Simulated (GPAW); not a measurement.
## InP: equation of state with BLYP

The system is InP.

```
In P
1.0
     0.00000    2.93050    2.93050
     2.93050    0.00000    2.93050
     2.93050    2.93050    0.00000
In P
1 1
Direct
  0.00000 0.00000 0.00000
  0.25000 0.25000 0.25000
```

| Property | Result |
| --- | --- |
| Program | GPAW 26.7.0 |
| Task | equation of state |
| Functional | BLYP |
| Potentials or basis | PAW data sets generated in the run's folder for this functional |
| Cutoff | 600 eV |
| Basis | pw |
| k mesh | 6 × 6 × 6 |
| Occupations | fermi-dirac, width 0.05 eV |
| Spin | no spin polarisation |

| Quantity | Value |
| --- | --- |
| Equilibrium volume | 27.85 Å³/atom (rough: see the caveat) |
| Bulk modulus | 50 GPa (rough) |

Energy against volume, from the lowest point:
| volume (Å³/atom) | energy (meV/atom) |
| --- | --- |
| 23.657 | 126.17 |
| 24.160 | 91.71 |
| 24.663 | 63.38 |
| 25.167 | 40.57 |
| 25.670 | 22.74 |
| 26.173 | 9.37 |
| 26.677 | 0.00 |

Run time: 65 s on 1 thread of Arm Neoverse V1 (shared host), peak memory 0.24 GiB.

Caveat: the minimum lies outside the volumes run.
